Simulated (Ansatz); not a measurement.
# Ga (hcp type): the cost of one run

Method: DFT PBE, with the methods named in each step, in Ansatz 0.2.0.

### Step 1. The system as given

The structure is hexagonal, space group P6_3/mmc (No. 194). The conventional cell has a = 2.958 Å, b = 2.958 Å, c = 5.043 Å, α = 90.00°, β = 90.00°, γ = 120.00°. Ga (site symmetry -6m2) has 12 Ga at 2.96 to 3.05 Å as nearest neighbours.

Coordinates:

```cif
data_structure
_symmetry_space_group_name_H-M 'P 1'
_symmetry_Int_Tables_number 1
_cell_length_a 2.9584
_cell_length_b 2.9584
_cell_length_c 5.0428
_cell_angle_alpha 90.000
_cell_angle_beta 90.000
_cell_angle_gamma 120.000
_cell_volume 38.22
loop_
_atom_site_label
_atom_site_type_symbol
_atom_site_fract_x
_atom_site_fract_y
_atom_site_fract_z
_atom_site_occupancy
Ga1 Ga 0.33333 0.66667 0.25000 1
Ga2 Ga 0.66667 0.33333 0.75000 1
```

Whether this phase is the stable one at these pressures isn't tested.

Atoms are numbered in the order of the input: Ga1, Ga2.

### Step 2. The reference volume, LAPW

input.yaml

```yaml
crystal:
  lattice:
    - [2.9583902468, 0.0, 0.0]
    - [-1.4791951234, 2.5620411081, 0.0]
    - [0.0, 0.0, 5.0427533648]
  atoms:
    - { symbol: Ga, position: [0.3333333333, 0.6666666667, 0.25] }
    - { symbol: Ga, position: [0.6666666667, 0.3333333333, 0.75] }
kpoints:
  mp_grid: { grid: [14, 14, 8] }
  band_path:
    path:
      - [0.0, 0.0, 0.0]
      - [0.5, 0.0, 0.0]
      - [0.3333333333, 0.3333333333, 0.0]
      - [0.0, 0.0, 0.0]
      - [0.0, 0.0, 0.5]
      - [0.5, 0.0, 0.5]
      - [0.3333333333, 0.3333333333, 0.5]
      - [0.0, 0.0, 0.5]
      - [0.5, 0.0, 0.5]
    npoints: 14
scf:
  occupations: { method: fermi_dirac, width: 0.1 }
hamiltonian:
  xc: pbe
  pseudopotentials: { kind: all_electron, lapw: { basis_error: 0.001 } }
output:
  forces: true
  stress: true
  eigenvalues: true
  populations: true
  dos: { projected: true, de: 0.2, e_range: [-14, 8] }
```

Run with:

```
ansatz run input.yaml --threads 1 --pin off --max-ram 2048MiB --backend cpu --events-out ev --progress --plain --runs-dir out
```

Q: Estimate wall time and peak memory on 1 thread of Intel Xeon 6975P-C (Granite Rapids), shared host.

About 12 s, with a peak of 0.42 GiB.
